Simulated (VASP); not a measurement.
Here is a VASP 6.6.1 calculation.

run.py

```python
from ase.calculators.vasp import Vasp
from ase.dft.dos import DOS
from ase.io import read

atoms = read('Br.cif')
calc = Vasp(
    directory='calc',
    xc='tpss',
    pp='PBE',
    setups='recommended',
    prec='Accurate',
    encut=520,
    ediff=1e-06,
    ismear=-1,
    sigma=0.1,
    lreal=False,
    lasph=True,
    nelm=60,
    algo='Normal',
    isif=2,
    lwave=False,
    lcharg=False,
    lmixtau=True,
    lorbit=11,
    kpts=[13, 13, 13],
    gamma=True,
    nbands=10,
)
atoms.calc = calc

print('energy (eV):', atoms.get_potential_energy())
print('free energy (eV):', atoms.get_potential_energy(force_consistent=True))
print('forces (eV/A):')
print(atoms.get_forces())
print('stress (eV/A^3, Voigt):', atoms.get_stress())
print('Fermi level (eV):', calc.get_fermi_level())
dos = DOS(calc, width=0.1, window=(-10, 10), npts=301)
print('E - E_F (eV), DOS (1/eV)')
for e, g in zip(dos.get_energies(), dos.get_dos()):
    print(f'{e:8.3f} {g:10.4f}')
```

File Br.cif:

```cif
data_Br
_cell_length_a 4.10503201
_cell_length_b 4.10503201
_cell_length_c 4.10503201
_cell_angle_alpha 139.42054361
_cell_angle_beta 139.42054361
_cell_angle_gamma 58.73418651
_space_group_name_H-M_alt 'P1'
_space_group_name_Hall 'P 1'
_space_group_IT_number 1
loop_
_space_group_symop_operation_xyz
'x,y,z'
loop_
_atom_site_label
_atom_site_type_symbol
_atom_site_symmetry_multiplicity
_atom_site_Wyckoff_symbol
_atom_site_fract_x
_atom_site_fract_y
_atom_site_fract_z
_atom_site_occupancy
Br1 Br 1 a 0.0000000000 0.0000000000 0.0000000000 1
```

Potentials or basis: VASP PAW PBE potentials, release 64 (Br).

Launch:

```console
$ python run.py
```

(1) What does it give for the pressure?

(2) What does it give for the band gap on the k mesh?

## Answers

(1) 1.4 GPa.

(2) none (metal or under the smearing width).

Caveat: the PAW data sets were made with another functional, which shifts forces and pressure a little; an odd number of electrons without spin polarisation forces a metal; a magnetic or distorted state may lie lower.
